**Q:** I have a thin HfN film that ends in bare N on one side and bare Hf on the other. Where do the electrons just below the Fermi level sit?

**A:** Roughly half of them sit on the bare N plane and a sixth on the bare Hf plane. Each plane deep inside holds about three in a hundred. The plane share below is the fraction of these states that belongs to one atomic plane, counted from the N face (row 1) up to the Hf face (row 10).

Ansatz 0.2.0, plane-wave PAW DFT with the LDA functional, not spin-polarized; HfN(111) slab of ten atomic planes, upper five relaxed, 420 eV cutoff, 21 × 21 × 1 k mesh, Gaussian smearing of 0.05 eV. Plane shares cover states from 0.25 eV below the Fermi level up to it, each counted as full; heights are measured from the top atom.

```csv
row,plane share,plane formula,plane height (Å)
1,0.467,N,-11.549
2,0.120,Hf,-10.245
3,0.049,N,-8.941
4,0.038,Hf,-7.636
5,0.033,N,-6.332
6,0.039,Hf,-5.080
7,0.029,N,-3.790
8,0.024,Hf,-2.474
9,0.032,N,-1.229
10,0.169,Hf,0.000
```

**Q:** HfN is a metal. Shouldn't its electrons spread evenly?

**A:** Take two limits. In a metal without surfaces, each of the five pairs of an N and a Hf plane would hold a fifth. In an insulator with states only at its surfaces, the interior would hold nothing. This slab lies between the two: its interior has a low, nearly flat level of 0.031 per plane, and the faces add their own states on top.

The low level is most likely ordinary metal. With 2.322 states per cell in a window 0.25 eV wide, it amounts to $2\times0.031\times2.322/0.25\approx0.58$ states per eV for each HfN unit. Bulk HfN conducts through its Hf 5d electrons, so some density here is expected even without the polar cut of the slab. Whether it matches the bulk value, only a run on the bulk could tell.

**Q:** Why do the faces add states just there?

**A:** An atom in either face has lost three of its six neighbours. Inside the crystal, N 2p levels lie mostly well below the Fermi level, held down by bonds to Hf and by the attraction of the positive Hf around them. Bare N has lost half of its Hf neighbours, which weakens both, so its levels should rise towards the Fermi level. At the other face, Hf 5d levels are no longer pushed up by N above them, so some should come down into the window. The table shows the pile-up at both faces; its assignment to these orbitals is an argument from bonding. The polar cut may also play a part: with N on one face and Hf on the other, charge can pass between the faces and leave states there partly filled, which by itself can make a slab metallic. This run can't separate that effect from the broken bonds.

**Q:** How far does the N face reach into the film?

**A:** About two planes. A surface state that finds no matching bulk state to run into must fade inward, and the simplest law is a constant factor per plane. This is a rough guess: N and Hf planes alternate, so even a single surface state need only keep its factor from one N plane to the next. Call the interior level $b$, the mean of rows 5 to 8, and the factor $q$. The excess over $b$ in rows 1 and 2 then gives

$$q=\frac{0.120-0.031}{0.467-0.031}\approx0.20 .$$

One plane further in, a fifth of the excess is left. For row 3 this predicts

$$0.031+0.20\times(0.120-0.031)\approx0.049 ,$$

and the calculation gives 0.049. Row 3 was not used to set $b$ or $q$, so it does check the law, though at one point only and with the table already known. The closeness shouldn't be overrated: if $b$ is moved across the spread of rows 4 to 9, the prediction runs from 0.045 to 0.054.

**Q:** Does the Hf face fade in the same way?

**A:** No, and this is where the simple law fails. With the same factor, row 9 should hold 0.059, but it holds 0.032, which is just the interior level. Even with the lowest reasonable interior level, the plane under the Hf face takes up at most about 6% of that face's excess, against 20% under the N face. The output printed after this text compares the law with every row.

**Q:** What makes the two faces so different?

**A:** The table doesn't settle it. One possible reason is what each surface state meets in the next plane. Two levels mix more strongly when their energies are close. The raised N 2p states meet Hf 5d states, which lie near the Fermi level anyway, so they could spread easily into row 2. The Hf 5d states of the other face meet N 2p levels far below, and should spread less.

This idea is untested and leaves a gap: the Hf atoms of row 8 do have levels at the right energy, yet row 8 shows no excess. A plane's share is also no count of orbitals. Inside the slab, N and Hf planes hold similar shares although the states there should be mainly Hf 5d, so part of row 2 may be the outer reach of N states counted to the Hf plane. And the faces differ in more than their element: the Hf side was relaxed, while the N side was held at bulk positions.

**Q:** Can I take the 0.467 as a property of a real N-terminated film?

**A:** No. The held N plane and the Hf plane beneath it are pulled towards each other by forces of 5 to 7 eV/Å, so a real surface would move, and its share with it. The run also treats both spins alike, although a partly filled N band at a surface might become magnetic. Besides, the window is only 0.25 eV wide, and Kohn-Sham levels from LDA can be off by more than that, so an error in the N levels alone could change the share. This run can't tell how much of the N peak would survive. The peak at the Hf face was found after relaxation, though a real face could still reconstruct.

**Q:** And the small ups and downs inside, such as the low value in row 8?

**A:** I would leave them alone. Rows 4 to 9 range only from 0.024 to 0.039, and in so thin a slab their order may change with thickness or with the chosen energy window.

**Q:** How would I guess the pattern for a similar film?

**A:** Ask of each face whether cutting the bonds brings the levels of the outer atoms to the Fermi level. If so, expect a peak there. How far the peak reaches inward is harder to guess: the two faces here differ, and the cause isn't settled.

Printed output of the fit:

```
States per plane and model with one fading factor for both faces:
  row  states per cell  model share  model less computed
    1            1.084        0.467            8.307e-08
    2           0.2786         0.12            4.079e-07
    3           0.1138      0.04933            0.0003279
    4          0.08824      0.03494            -0.003059
    5          0.07663      0.03205           -0.0009519
    6          0.09056      0.03164             -0.00736
    7          0.06734      0.03244             0.003445
    8          0.05573      0.03697              0.01297
    9           0.0743      0.05931              0.02731
   10           0.3924        0.169            2.628e-07
Share of the two outermost planes together: 0.636
Share of rows 3 to 9 together: 0.244
Interior level, mean share of rows 5 to 8: 0.03125
Row 1 over interior level, ratio: 14.94
Row 10 over interior level, ratio: 5.408
Interior density of states per HfN unit, states per eV: 0.5805
Excess states at N face, rows 1 to 3, per cell: 1.259
Excess states at Hf face, row 10, per cell: 0.3199
Part of the N face excess left one plane further in: 0.2037
Length over which this excess falls to 1/e, angstrom: 0.8195
Row 3 predicted from rows 1 and 2, share: 0.04933
Row 3 predicted with lowest interior level, share: 0.0448
Row 3 predicted with highest interior level, share: 0.05433
Row 9 predicted with the N face factor, share: 0.05931
Row 9 predicted so with lowest interior level, share: 0.05542
Largest part of Hf face excess that row 9 could hold: 0.05517
Work function of N face less that of Hf face, eV: 3.825
```
